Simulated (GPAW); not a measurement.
The system is BaTiO3.

```
Ba Ti O
1.0
     3.99980    0.00000    0.00000
     0.00000    3.99980    0.00000
     0.00000    0.00000    4.01800
Ba Ti O
1 1 3
Direct
  0.00000 0.00000 0.00000
  0.50000 0.50000 0.49000
  0.00000 0.50000 0.51700
  0.50000 0.00000 0.51700
  0.50000 0.50000 0.01900
```

| Quantity | Value |
| --- | --- |
| Program | GPAW 26.7.0 |
| Task | relaxation of cell and atoms |
| Functional | revPBE |
| Dispersion | D3(BJ) |
| Potentials or basis | the program's PAW data sets (release 1.2.1) made for this functional |
| Cutoff | 800 eV |
| Basis | pw |
| k mesh | 4 × 4 × 4 |
| Occupations | fermi-dirac, width 0.05 eV |
| Spin | no spin polarisation |

At the start: pressure 0.7 GPa; volume 12.86 Å³/atom.

Question: How do energy, volume and symmetry change on relaxing?

Answer: Over 12 steps the energy falls by 3.4 meV/atom and the volume is 13.07 Å³/atom (+1.6 %); space group P4mm (No. 99, to 0.05 Å).

The path:
```csv
step,energy change (eV),largest force (eV/Å),pressure (GPa),volume (Å³)
1,0.0000,0.2531,0.66,64.28
2,-0.0017,0.2121,0.67,64.31
3,-0.0068,0.1066,0.82,64.55
4,-0.0075,0.0549,0.69,64.57
5,-0.0099,0.0537,0.16,64.76
6,-0.0123,0.1134,-0.46,65.07
7,-0.0139,0.0947,-0.79,65.33
8,-0.0147,0.0708,-0.82,65.46
9,-0.0154,0.0638,-0.70,65.50
10,-0.0165,0.0600,-0.36,65.47
11,-0.0169,0.0405,-0.11,65.38
12,-0.0169,0.0161,-0.06,65.33
```

Final structure:
```
Ba Ti O
1.0
     3.98562    0.00000    0.00000
     0.00000    3.98562    0.00000
     0.00000    0.00000    4.11249
Ba Ti O
1 1 3
Direct
  0.00000 0.00000 0.99579
  0.50000 0.50000 0.47871
  0.00000 0.50000 0.51855
  0.50000 0.00000 0.51855
  0.50000 0.50000 0.03164
```

Caveat: the k mesh is coarse; later steps reuse the first step's grids.
